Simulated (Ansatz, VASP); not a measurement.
GaP in VASP and in Ansatz

```
Ga P
1.0
     0.00000    2.72525    2.72525
     2.72525    0.00000    2.72525
     2.72525    2.72525    0.00000
Ga P
1 1
Direct
  0.00000 0.00000 0.00000
  0.25000 0.25000 0.25000
```

Alike in both runs: task electric field gradients; functional PBEsol; k mesh 14 × 14 × 14; occupations fermi-dirac, width 0.02 eV; no spin polarisation.

|  | VASP | Ansatz |
| --- | --- | --- |
| version | VASP 6.6.1 | Ansatz 0.2.0 |
| potentials or method | VASP PAW PBE potentials, release 64 (Ga_d, P) | plane-wave PAW, scalar-relativistic |
| plane-wave cutoff (eV) | 520 | 420 |
| valence electrons in the cell | 18 | 18 |

|  | VASP | Ansatz | Ansatz less VASP |
| --- | --- | --- | --- |
| gap on the k mesh at the Fermi level (eV) | 1.47 | 1.47 | -0.002 |
| pressure (GPa) | -0.6 | -0.6 | +0.05 |
| Vzz of the field gradient on the site that differs most (V/Å²) | 0.0 | 0.0 | 0.00 |

Caveats: the PAW data sets were made with another functional, which shifts forces and pressure a little (VASP). A k mesh can miss the band edges.
